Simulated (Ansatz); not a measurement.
A (111) slab of ZrN (Fm-3m (No. 225)), 9 planes, outer planes Zr (top) and Zr (bottom), with 9 atoms (Zr5N4) in a surface cell of A = 9.141 Å², as cut from the bulk:

```yaml
crystal:
  lattice:
    - [3.24891, 0.00000, 0.00000]
    - [-1.62445, 2.81364, 0.00000]
    - [0.00000, 0.00000, 25.61089]
  atoms:
    - { symbol: Zr, position: [0.66667, 0.33333, 0.29284] }
    - { symbol: N, position: [0.00000, 0.00000, 0.34463] }
    - { symbol: Zr, position: [0.33333, 0.66667, 0.39642] }
    - { symbol: N, position: [0.66667, 0.33333, 0.44821] }
    - { symbol: Zr, position: [0.00000, 0.00000, 0.50000] }
    - { symbol: N, position: [0.33333, 0.66667, 0.55179] }
    - { symbol: Zr, position: [0.66667, 0.33333, 0.60358] }
    - { symbol: N, position: [0.00000, 0.00000, 0.65537] }
    - { symbol: Zr, position: [0.33333, 0.66667, 0.70716] }
```

These are results of DFT PBE, scalar-relativistic, plane waves, PAW (Ansatz), not measurements. Plane waves to 420 eV, a k mesh through Γ of 12×12×1 on the computed 9-atom cell and Gaussian smearing (0.10 eV); no spin polarisation. The cell repeats along c with a dipole correction in the vacuum.

The relaxed slab holds 4 formula units of ZrN and 1 further Zr. Against those formula units in the bulk and the further Zr in its standard state it lies 2.097 eV higher. The formation energy of ZrN from the standard states is -3.463 eV a formula unit (uncorrected, no zero-point or thermal terms).

Q: Over what range can the chemical potential of Zr vary, and what is the surface energy at both ends?

A: In contact with the bulk, μ(Zr) + μ(N) is fixed. With Δμ counted from the standard states, Δμ(Zr) ≤ 0 keeps elemental Zr from forming, and Δμ(N) ≤ 0 requires Δμ(Zr) ≥ ΔH = -3.463 eV. Other compounds of Zr and N can narrow this range. Then γ, the mean of both faces, = [2.097 eV − 1.00·Δμ(Zr)]/(2A). At the Zr-rich end (Δμ = 0): 2.097/(2 × 9.141) × 16.02 = 1.84 J/m². At the Zr-poor end: (2.097 + 3.463)/(2 × 9.141) × 16.02 = 4.87 J/m².

Q: How does its energy depend on growth conditions?

A: It carries an excess of Zr, so its energy falls by 0.88 J/m² for each eV that μ(Zr) rises: Zr-rich conditions lower it; whether it appears depends on the other terminations.

Spin polarisation was left out, and a magnetic state may lie lower.

The Zr-terminated (111) face costs 1.84 J/m² at the Zr-rich limit and 4.87 J/m² at the Zr-poor limit. This rise reflects no change in surface bonding: the structure is the same throughout, and only the price of its excess Zr changes. The span is wide because ZrN is strongly bound by Zr 4d–N 2p covalency with a marked ionic part, so taking Zr from a nitrogen-saturated reservoir is expensive.

In the rocksalt structure, (111) cuts between alternating cation and anion planes and leaves each outer Zr with three of its six N neighbours. In an ionic picture such a face is polar and needs compensating charge. Metallic ZrN can supply this through Zr 4d states at the Fermi level, and in-plane Zr–Zr bonding probably offsets part of the lost Zr–N bonding, which would help to keep the Zr-rich value moderate. The two faces are equivalent by inversion, so the mean energy applies to each, but it doesn't separate the cost of cleavage from the gain on relaxation.
